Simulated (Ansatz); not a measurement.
Pb:

```xyz
1
Lattice="-1.9797 1.9797 1.9797 1.9797 -1.9797 1.9797 1.9797 1.9797 -1.9797" Properties=species:S:1:pos:R:3 pbc="T T T"
Pb    0.0000    0.0000    0.0000
```

This isn't the form of Pb at room conditions, which is fcc.

| Quantity | Value |
| --- | --- |
| Program | Ansatz 0.2.0 |
| Task | relaxation of cell and atoms |
| Functional | revPBE |
| Dispersion | D4 |
| Potentials or basis | all-electron LAPW, relativistic spinors |
| Basis error allowed | 0.002 eV/atom |
| k mesh | 7 × 7 × 7 |
| Occupations | gaussian, width 0.01 eV |
| Spin | non-collinear spin, ferromagnetic start, spin-orbit coupling |
| Starting moments | [[0.354, 0.354, 0.0]] μB |

At the start: volume 31.03 Å³/atom.

Problem. Where does the relaxation end?

Solution. Over 14 steps the energy falls by 30.6 meV/atom and the volume is 30.62 Å³/atom (-1.3 %); space group I4/mmm (No. 139, to 0.05 Å); moment 0.00 μB per cell.

Step by step:
```
step  energy change (eV)  largest force (eV/Å)  volume (Å³)
   1              0.0000                0.0000        31.03
   2             -0.0008                0.0000        30.63
   3             -0.0008                0.0000        30.61
   4             -0.0011                0.0000        30.60
   5             -0.0015                0.0000        30.59
   6             -0.0017                0.0000        30.59
   7             -0.0018                0.0000        30.60
   8             -0.0021                0.0000        30.57
   9             -0.0023                0.0000        30.43
  10             -0.0127                0.0000        30.76
  11             -0.0301                0.0000        30.53
  12             -0.0305                0.0000        30.66
  13             -0.0305                0.0000        30.62
  14             -0.0306                0.0000        30.62
```

Final structure:
```
Pb
1.0
    -2.07723    2.07723    1.77413
     2.07723   -2.07723    1.77413
     2.07733    2.07733   -1.77413
Pb
1
Cartesian
  0.0000 0.0000 0.0000
```

Caveat: the starting moments weren't kept.
